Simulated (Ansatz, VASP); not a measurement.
**Two plane-wave programs on GaN**

```
Ga N
1.0
     3.18000    0.00000    0.00000
    -1.59000    2.75396    0.00000
     0.00000    0.00000    5.16600
Ga N
2 2
Direct
  0.33333 0.66667 0.00000
  0.66667 0.33333 0.50000
  0.33333 0.66667 0.35564
  0.66667 0.33333 0.87500
```

Alike in both runs: task single point; functional PBE; k mesh 12 × 12 × 6; occupations gaussian, width 0.05 eV; no spin polarisation.

|  | VASP | Ansatz |
| --- | --- | --- |
| version | VASP 6.6.1 | Ansatz 0.2.0 |
| potentials or method | VASP PAW PBE potentials, release 64 (Ga_d, N) | scalar-relativistic, plane waves, PAW |
| plane-wave cutoff (eV) | 520 | 420 |
| valence electrons in the cell | 36 | 36 |

|  | VASP | Ansatz | Ansatz less VASP |
| --- | --- | --- | --- |
| gap on the k mesh at the Fermi level (eV) | 1.89 | 1.88 | -0.007 |
| least direct gap on the mesh (eV) | 1.89 | 1.88 | -0.007 |
| pressure (GPa) | 8.1 | 8.2 | +0.01 |
| largest component of the traceless stress (GPa) | 6.56 | 6.68 | +0.119 |
| rms of the force components (eV/Å) | 0.821 | 0.833 | +0.0126 |

Atom by atom the forces differ by 0.014 eV/Å (rms over components). With one functional, cell and mesh, what is left measures potentials, basis and numerics.

Caveats: forces of over 1 eV/Å show positions far from the minimum, so gaps and moduli don't describe the material at rest.
